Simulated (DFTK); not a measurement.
MgS (Niningerite):

```xyz
2
Lattice="0.0000 2.6016 2.6016 2.6016 0.0000 2.6016 2.6016 2.6016 0.0000" Properties=species:S:1:pos:R:3 pbc="T T T"
S     2.6016    2.6016    2.6016
Mg    0.0000    0.0000    0.0000
```

Base run:

```yaml
Program: DFTK 0.8.2
Functional: PBEsol
Potentials_or_basis: dojo.nc.sr.pbesol.v0_4_1.standard.upf (PBEsol)
Cutoff: 1143 eV
k_mesh: 9 × 9 × 9
Occupations: fermi-dirac, width 0.05 eV
Spin: no spin polarisation
```

Its results: band gap on the k mesh 2.83 eV, indirect (least direct gap 3.59 eV); pressure -0.9 GPa.

Task: The run is repeated on the same cell with these changes: functional from PBEsol to LDA; potentials or basis from dojo.nc.sr.pbesol.v0_4_1.standard.upf (PBEsol) to cp2k.nc.sr.lda.v0_1.largecore.gth (LDA, GTH, large core); cutoff from 1143 eV to 1116 eV; valence electrons from 16 to 8. What comes out?

Result: Band gap on the k mesh 2.72 eV, indirect (least direct gap 3.47 eV); pressure -3.9 GPa.

Caveats: an odd mesh through Γ misses points on the zone boundary, where band edges often lie (some runs); GTH potentials come without recommended cutoffs, and this one wasn't checked for convergence (some runs); this set keeps more shells in the core, which shifts pressures and gaps (some runs); the mesh misses the band edges, which the band path finds closer together (some runs).

Not every run made on this cell is shown here.
